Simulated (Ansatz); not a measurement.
## Ru (bcc): energy against volume

All numbers below come from Ansatz 0.2.0, DFT, PBE, plane waves (420 eV) with PAW, scalar-relativistic.

The cell is scaled uniformly from the relaxed one, with fractional coordinates and shape fixed. Energies are extrapolated to zero smearing, pressures are those at the given smearing. Magnetic state: spin not included.

A Birch-Murnaghan fit gives V₀ = 14.23 Å³/atom, B₀ = 280 GPa, B₀′ = 4.8.

(1) What are the energy above the minimum and the pressure at 12.543 Å³/atom?

(2) What are the energy above the minimum and the pressure at 14.824 Å³/atom?

(3) What are the energy above the minimum and the pressure at 15.394 Å³/atom?

## Answers

(1) 222.6 meV/atom and 48.35 GPa as computed.

(2) 20.2 meV/atom and -9.79 GPa as computed.

(3) 71.8 meV/atom and -17.58 GPa as computed.
